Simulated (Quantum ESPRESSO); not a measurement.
**LiF (Griceite): zone-centre phonons**

Which modes does LiF (Griceite) have at the zone centre?

Program: Quantum ESPRESSO 7.5. Level of theory: DFT LDA, scalar-relativistic, plane waves, PseudoDojo norm-conserving pseudopotentials. Results are calculated unless marked as measured.

### 1. Set-up

It takes space group Fm-3m (No. 225, cubic). The conventional cell has a = 4.028 Å, b = 4.028 Å, c = 4.028 Å, α = 90.00°, β = 90.00°, γ = 90.00°. Li has 6 F at 2.01 Å nearest. Nearest to F lie 6 Li at 2.01 Å. Farther neighbours and most contacts between anions are not listed.

### 2. A first look

Before anything dear is run, a loose run with smearing shows whether this is a metal and how far the cell is from rest.

The input, probe.in:

```
&control
   calculation = 'scf'
   prefix = 'x'
   outdir = './tmp'
   pseudo_dir = './pseudo'
   tprnfor = .true.
   tstress = .true.
   verbosity = 'high'
/
&system
   ibrav = 0
   nat = 2
   ntyp = 2
   ecutwfc = 84.0
   occupations = 'smearing'
   smearing = 'gaussian'
   degauss = 0.01
/
&electrons
   conv_thr = 1.0d-07
   mixing_beta = 0.7
   electron_maxstep = 100
/
ATOMIC_SPECIES
 Li      6.9400  Li.upf
 F      18.9984  F.upf
CELL_PARAMETERS angstrom
     0.000000000    2.014000000    2.014000000
     2.014000000    0.000000000    2.014000000
     2.014000000    2.014000000    0.000000000
ATOMIC_POSITIONS crystal
 Li     0.000000000   0.000000000   0.000000000
 F      0.500000000   0.500000000   0.500000000
K_POINTS automatic
 8 8 8 0 0 0
```

Launch:

```sh
OMP_NUM_THREADS=1 mpirun -n 4 pw.x -nk 4 -in probe.in > probe.out
```

The program printed:

```text
[banners, grids, parts of the stress and lines that vanish by symmetry left out]
Program PWSCF v.7.5
     Message from routine setup:
     using ibrav=0 with symmetry is DISCOURAGED, use correct ibrav instead
[...]
kinetic-energy cutoff     =      84.0000  Ry
     charge density cutoff     =     336.0000  Ry
     scf convergence threshold =      1.0E-07
[...]
Exchange-correlation= SLA  PW   NOGX NOGC
                           (   1   4   0   0   0   0   0)
[...]
48 Sym. Ops., with inversion, found
[...]
(     0          1          0      )
                  (     0          0          1      )
[...]
( -0.0000000  1.0000000  0.0000000 )
                  ( -0.0000000  0.0000000  1.0000000 )
[...]
(     1          0         -1      )
                  (     0          0         -1      )
[...]
(  0.0000000 -1.0000000 -0.0000000 )
[...]
(    -1          1          0      )
                  (     0          1         -1      )
[...]
( -1.0000000  0.0000000 -0.0000000 )
                  ( -0.0000000  1.0000000 -0.0000000 )
[...]
number of k points=    29  Gaussian smearing, width (Ry)=  0.0100
[...]
End of self-consistent calculation
[...]
the Fermi energy is     4.7653 ev
!    total energy              =     -63.66078922 Ry
[...]
convergence has been achieved in   7 iterations
[...]
atom    1 type  1   force =    -0.00000000   -0.00000000    0.00000000
     atom    2 type  2   force =    -0.00000000    0.00000000    0.00000000
[...]
Total force =     0.000000     Total SCF correction =     0.000000
[...]
total   stress  (Ry/bohr**3)                   (kbar)     P=      -67.02
[...]
XML data file, charge density, pseudopotentials, collected wavefunctions

   JOB DONE.
```

The job ended after 7.4 s (4 MPI ranks of Intel Xeon at 2.50GHz (Skylake/Cascade Lake), shared host).

Read from the output:

```
volume per atom   : 8.169 Å³
pressure          : -6.702 GPa
gap on the k-mesh : 8.864 eV
```

A gap of 8.9 eV opens on this mesh, so the crystal is taken as an insulator; the start stands at -6.7 GPa.

### 3. Relaxation

The relaxation runs at a cutoff a fifth above that of the response, since stress converges more slowly with the basis than frequencies do. Forces and stress are brought to rest with tight thresholds.

The input, relax.in:

```
&control
   calculation = 'vc-relax'
   prefix = 'x'
   outdir = './tmp'
   pseudo_dir = './pseudo'
   tprnfor = .true.
   tstress = .true.
   forc_conv_thr = 2.0d-05
   etot_conv_thr = 1.0d-07
   nstep = 40
/
&system
   ibrav = 0
   nat = 2
   ntyp = 2
   ecutwfc = 101
   occupations = 'fixed'
   nbnd = 7
/
&electrons
   conv_thr = 1.0d-11
   mixing_beta = 0.7
   electron_maxstep = 100
/
&ions
/
&cell
   press_conv_thr = 0.2
/
ATOMIC_SPECIES
 Li      6.9400  Li.upf
 F      18.9984  F.upf
CELL_PARAMETERS angstrom
     0.000000000    2.014000000    2.014000000
     2.014000000    0.000000000    2.014000000
     2.014000000    2.014000000    0.000000000
ATOMIC_POSITIONS crystal
 Li     0.000000000   0.000000000   0.000000000
 F      0.500000000   0.500000000   0.500000000
K_POINTS automatic
 8 8 8 0 0 0
```

Launch:

```sh
OMP_NUM_THREADS=1 mpirun -n 4 pw.x -nk 4 -in relax.in > relax.out
```

The program printed:

```text
[banners, grids, parts of the stress and lines that vanish by symmetry left out]
[banner, memory and clock lines left out]
Program PWSCF v.7.5

[...]
kinetic-energy cutoff     =     101.0000  Ry
     charge density cutoff     =     404.0000  Ry
     scf convergence threshold =      1.0E-11
[...]
energy convergence thresh.=      1.0E-07
     force convergence thresh. =      2.0E-05
     press convergence thresh. =      2.0E-01
     Exchange-correlation= SLA  PW   NOGX NOGC
                           (   1   4   0   0   0   0   0)
[...]
48 Sym. Ops., with inversion, found
[...]
number of k points=    29
[...]
End of self-consistent calculation
[...]
highest occupied, lowest unoccupied level (ev):     0.5007    9.3649
!    total energy              =     -63.66081517 Ry
[...]
convergence has been achieved in   8 iterations
[...]
atom    1 type  1   force =     0.00000000    0.00000000    0.00000000
     atom    2 type  2   force =     0.00000000   -0.00000000   -0.00000000
     Total force =     0.000000     Total SCF correction =     0.000000
[...]
total   stress  (Ry/bohr**3)                   (kbar)     P=      -66.56
[...]
number of bfgs steps    =   0
[...]
CELL_PARAMETERS (angstrom)
[...]
ATOMIC_POSITIONS (crystal)
Li               0.0000000000        0.0000000000        0.0000000000
F                0.5000000000        0.5000000000        0.5000000000
[...]
New effective cutoffs (rho, wfc):  412.65  103.29
[...]
End of self-consistent calculation
[...]
highest occupied, lowest unoccupied level (ev):     0.7776    9.9558
!    total energy              =     -63.66223067 Ry
[...]
convergence has been achieved in   6 iterations
[...]
atom    1 type  1   force =    -0.00000000   -0.00000000    0.00000000
     atom    2 type  2   force =     0.00000000    0.00000000    0.00000000
     Total force =     0.000000     Total SCF correction =     0.000000
[...]
total   stress  (Ry/bohr**3)                   (kbar)     P=      -45.32
[...]
number of bfgs steps    =   1
[...]
CELL_PARAMETERS (angstrom)
[...]
ATOMIC_POSITIONS (crystal)
Li               0.0000000000        0.0000000000       -0.0000000000
F                0.5000000000        0.5000000000        0.5000000000
[...]
New effective cutoffs (rho, wfc):  427.19  106.93
[...]
End of self-consistent calculation
[...]
highest occupied, lowest unoccupied level (ev):     1.2226   10.9064
!    total energy              =     -63.66320560 Ry
[...]
convergence has been achieved in   7 iterations
[...]
atom    1 type  1   force =     0.00000000    0.00000000    0.00000000
     atom    2 type  2   force =    -0.00000000   -0.00000000   -0.00000000
     Total force =     0.000000     Total SCF correction =     0.000000
[...]
total   stress  (Ry/bohr**3)                   (kbar)     P=       -6.03
[...]
number of bfgs steps    =   2
[...]
CELL_PARAMETERS (angstrom)
[...]
ATOMIC_POSITIONS (crystal)
[...]
New effective cutoffs (rho, wfc):  429.40  107.48
[...]
End of self-consistent calculation
[...]
highest occupied, lowest unoccupied level (ev):     1.2913   11.0534
!    total energy              =     -63.66322002 Ry
[...]
convergence has been achieved in   7 iterations
[...]
atom    1 type  1   force =     0.00000000    0.00000000    0.00000000
     atom    2 type  2   force =    -0.00000000    0.00000000    0.00000000
     Total force =     0.000000     Total SCF correction =     0.000000
[...]
total   stress  (Ry/bohr**3)                   (kbar)     P=        0.62
[...]
number of bfgs steps    =   3
[...]
CELL_PARAMETERS (angstrom)
[...]
ATOMIC_POSITIONS (crystal)
[...]
New effective cutoffs (rho, wfc):  429.19  107.43
[...]
End of self-consistent calculation
[...]
highest occupied, lowest unoccupied level (ev):     1.2849   11.0396
!    total energy              =     -63.66322017 Ry
[...]
convergence has been achieved in   5 iterations
[...]
atom    1 type  1   force =     0.00000000    0.00000000   -0.00000000
     atom    2 type  2   force =     0.00000000    0.00000000   -0.00000000
     Total force =     0.000000     Total SCF correction =     0.000000
[...]
total   stress  (Ry/bohr**3)                   (kbar)     P=       -0.01
[...]
number of bfgs steps    =   4
[...]
small trust_radius: resetting bfgs history
[...]
CELL_PARAMETERS (angstrom)
[...]
ATOMIC_POSITIONS (crystal)
[...]
New effective cutoffs (rho, wfc):  429.19  107.43
[...]
End of self-consistent calculation
[...]
highest occupied, lowest unoccupied level (ev):     1.2849   11.0397
!    total energy              =     -63.66322017 Ry
[...]
convergence has been achieved in   2 iterations
[...]
atom    1 type  1   force =     0.00000000    0.00000000    0.00000000
     atom    2 type  2   force =     0.00000000   -0.00000000   -0.00000000
     Total force =     0.000000     Total SCF correction =     0.000000
[...]
total   stress  (Ry/bohr**3)                   (kbar)     P=       -0.00
[...]
bfgs converged in   6 scf cycles and   5 bfgs steps
[...]
End of BFGS Geometry Optimization
     Final enthalpy           =     -63.6632201698 Ry
     File ./tmp/x.bfgs deleted, as requested
[...]
CELL_PARAMETERS (angstrom)
[...]
ATOMIC_POSITIONS (crystal)
Li               0.0000000000        0.0000000000       -0.0000000000
F                0.5000000000        0.5000000000        0.5000000000
[...]
Final scf calculation at the relaxed structure.
[...]
kinetic-energy cutoff     =     101.0000  Ry
     charge density cutoff     =     404.0000  Ry
     scf convergence threshold =      1.0E-13
[...]
press convergence thresh. =      2.0E-01
     Exchange-correlation= SLA  PW   NOGX NOGC
                           (   1   4   0   0   0   0   0)
[...]
48 Sym. Ops., with inversion, found
[...]
number of k points=    29
[...]
End of self-consistent calculation
[...]
highest occupied, lowest unoccupied level (ev):     1.2849   11.0397
!    total energy              =     -63.66321523 Ry
[...]
convergence has been achieved in   9 iterations
[...]
atom    1 type  1   force =    -0.00000000   -0.00000000    0.00000000
     atom    2 type  2   force =     0.00000000    0.00000000   -0.00000000
     Total force =     0.000000     Total SCF correction =     0.000000
[...]
total   stress  (Ry/bohr**3)                   (kbar)     P=       -0.11
[...]
XML data file, charge density, pseudopotentials, collected wavefunctions
```

Wall time 70 s (4 MPI ranks).

Step by step:

| step | energy less that of the first step (eV) | largest force (eV/Å) | pressure (GPa) | volume (Å³) |
| --- | --- | --- | --- | --- |
| 1 | 0.0000 | 0.0000 | -6.66 | 16.34 |
| 2 | -0.0193 | 0.0000 | -4.53 | 15.79 |
| 3 | -0.0325 | 0.0000 | -0.60 | 14.99 |
| 4 | -0.0327 | 0.0000 | 0.06 | 14.88 |
| 5 | -0.0327 | 0.0000 | 0.00 | 14.89 |
| 6 | -0.0327 | 0.0000 | 0.00 | 14.89 |
| 7 | -0.0327 | 0.0000 | -0.01 | 14.89 |

| conventional cell, symmetrised | before | after | change |
| --- | --- | --- | --- |
| a (Å) | 4.028 | 3.905 | -3.1 % |
| b (Å) | 4.028 | 3.905 | -3.1 % |
| c (Å) | 4.028 | 3.905 | -3.1 % |
| volume (Å³/atom) | 8.17 | 7.44 | -8.9 % |

Final coordinates:

```
CELL_PARAMETERS angstrom
0.00000 1.95248 1.95248
1.95248 0.00000 1.95248
1.95248 1.95248 0.00000
ATOMIC_POSITIONS crystal
Li 0.00000 0.00000 0.00000
F 0.50000 0.50000 0.50000
```

The last row of the table of steps is pw.x's closing run on a basis chosen anew for the final cell, so its energy can jump.

Numbers from this step:

```
volume per atom   : 7.443 Å³
pressure          : -0.01100 GPa
gap on the k-mesh : 9.755 eV
```

The volume changes by -8.9 % from the cell with which this run began.

### 4. Ground state

Perturbation theory inherits every error of the wavefunctions, so the threshold is set near the limit of the arithmetic. With a gap, occupations are fixed, which also allows the response to an electric field.

The input, scf.in:

```
&control
   calculation = 'scf'
   prefix = 'x'
   outdir = './tmp'
   pseudo_dir = './pseudo'
   tprnfor = .true.
   tstress = .true.
/
&system
   ibrav = 0
   nat = 2
   ntyp = 2
   ecutwfc = 84.0
   occupations = 'fixed'
   nbnd = 7
/
&electrons
   conv_thr = 1.0d-12
   mixing_beta = 0.7
   electron_maxstep = 100
/
ATOMIC_SPECIES
 Li      6.9400  Li.upf
 F      18.9984  F.upf
CELL_PARAMETERS angstrom
     0.000000000    1.952480390    1.952480390
     1.952480390    0.000000000    1.952480390
     1.952480390    1.952480390    0.000000000
ATOMIC_POSITIONS crystal
 Li     0.000000000   0.000000000   0.000000000
 F      0.500000000   0.500000000   0.500000000
K_POINTS automatic
 8 8 8 0 0 0
```

Launch:

```sh
OMP_NUM_THREADS=1 mpirun -n 4 pw.x -nk 4 -in scf.in > scf.out
```

The program printed:

```text
[banners, grids, parts of the stress and lines that vanish by symmetry left out]
[banner, memory and clock lines left out]
Program PWSCF v.7.5

[...]
kinetic-energy cutoff     =      84.0000  Ry
     charge density cutoff     =     336.0000  Ry
     scf convergence threshold =      1.0E-12
[...]
Exchange-correlation= SLA  PW   NOGX NOGC
                           (   1   4   0   0   0   0   0)
[...]
48 Sym. Ops., with inversion, found
[...]
number of k points=    29
[...]
End of self-consistent calculation
[...]
highest occupied, lowest unoccupied level (ev):     1.2849   11.0398
!    total energy              =     -63.66318950 Ry
[...]
convergence has been achieved in   9 iterations
[...]
atom    1 type  1   force =    -0.00000000    0.00000000   -0.00000000
     atom    2 type  2   force =     0.00000000   -0.00000000    0.00000000
     Total force =     0.000000     Total SCF correction =     0.000000
[...]
total   stress  (Ry/bohr**3)                   (kbar)     P=       -0.16
[...]
XML data file, charge density, pseudopotentials, collected wavefunctions
```

The job ended after 7 s (4 MPI ranks).

Numbers from this step:

* pressure: -0.016 GPa

The cell stands at -0.016 GPa, close enough for phonons.

[end of part 1 of 2]

[Host names and launcher messages were left out of these logs when they were recorded.]

[Logs are printed without paths, hosts, clocks, repeated set-up lines and the standing remarks that a program may print on its own settings, such as how far it seeks lower states.]

[Hosts, paths, dates, database ids (printed as entryN), source tags and the programs' standing remarks are cut or masked in the printed files.]
